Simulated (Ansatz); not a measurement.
# Cs: a tetragonal deformation path

One table from this session's results is given with a row withheld; the runs are named, their logs left out.

Computed with Ansatz 0.2.0 (DFT PBE, scalar-relativistic, plane waves, PAW, unless a step's input says otherwise).

## The starting structure

The structure is cubic, space group Im-3m (No. 229). Conventional cell: a = 6.045 Å, b = 6.045 Å, c = 6.045 Å, α = 90.00°, β = 90.00°, γ = 90.00°.

Structure file:

```cif
data_structure
_symmetry_space_group_name_H-M 'Im-3m'
_symmetry_Int_Tables_number 229
_cell_length_a 6.0450
_cell_length_b 6.0450
_cell_length_c 6.0450
_cell_angle_alpha 90.000
_cell_angle_beta 90.000
_cell_angle_gamma 90.000
_cell_volume 220.90
loop_
_atom_site_label
_atom_site_type_symbol
_atom_site_symmetry_multiplicity
_atom_site_Wyckoff_symbol
_atom_site_fract_x
_atom_site_fract_y
_atom_site_fract_z
_atom_site_occupancy
Cs1 Cs 2 a 0.00000 0.00000 0.00000 1
```

No relaxation comes first: the listed cell is the starting point.

## The reference cell

Reference values: F = -5670.7682 eV; pressure 0.12 GPa; largest force 0.000 eV/Å; gap on the mesh none (metal). It was computed beforehand with the settings of the runs below.

The first run:

At fixed volume and fractional coordinates, lengths along (0.000, 0.000, 1.000) are scaled against those across it; ρ is that ratio over its starting value.

The input, input.yaml:

```yaml
crystal:
  lattice:
    - [-3.3928123341, 3.3928123341, 2.3987183202]
    - [3.3928123341, -3.3928123341, 2.3987183202]
    - [3.3928123341, 3.3928123341, -2.3987183202]
  atoms:
    - { symbol: Cs, position: [0.0, 0.0, 0.0] }
basis:
  ecutwfc: 420
kpoints:
  mp_grid: { grid: [12, 12, 12] }
hamiltonian:
  xc: pbe
scf:
  occupations: { method: gaussian, width: 0.15 }
output:
  forces: true
  stress: true
  eigenvalues: true
```

Started as:

```sh
$ ansatz run input.yaml --threads 1 --pin off --max-ram 2560MiB --backend cpu --events-out ev --progress --plain --runs-dir out
```

Steps of the session up to this table: Point ρ = 0.707; Point ρ = 1.414; Point ρ = 0.850; ρ = 1.200; ρ = 0.780; ρ = 1.300; ρ = 0.920; At ρ = 1.100; Point ρ = 0.650; ρ = 1.500; ρ = 0.960; At ρ = 1.050.

One of the session's tables, all rows but one given; the rest of the session is left out.

| ρ | ΔE (meV/atom) | pressure (GPa) |
| --- | --- | --- |
| 0.650 | 74.2 | 0.3 |
| 0.707 | 38.7 | 0.2 |
| 0.780 | 15.1 | 0.2 |
| 0.850 | ? | ? |
| 0.920 | 0.8 | 0.1 |
| 0.960 | 0.1 | 0.1 |
| 1.000 | 0.0 | 0.1 |
| 1.050 | 0.1 | 0.1 |
| 1.100 | 0.3 | 0.1 |
| 1.200 | 0.3 | 0.1 |
| 1.300 | -0.3 | 0.1 |
| 1.414 | -0.8 | 0.1 |
| 1.500 | -0.3 | 0.1 |

Estimate the missing values for ρ = 0.850.

Worked estimate for «ΔE (meV/atom)». A straight line through the neighbours (0.780, 15.1) and (0.920, 0.8) gives 15.1 + (0.8 − 15.1) × (0.850 − 0.780) / (0.920 − 0.780) = 8.0; a parabola fitted to 4 rows on both sides gives 3.4.

The run gave: ΔE (meV/atom): 4.7; pressure (GPa): 0.1. In «ΔE (meV/atom)» the line misses by +3.3 and the parabola by -1.3.
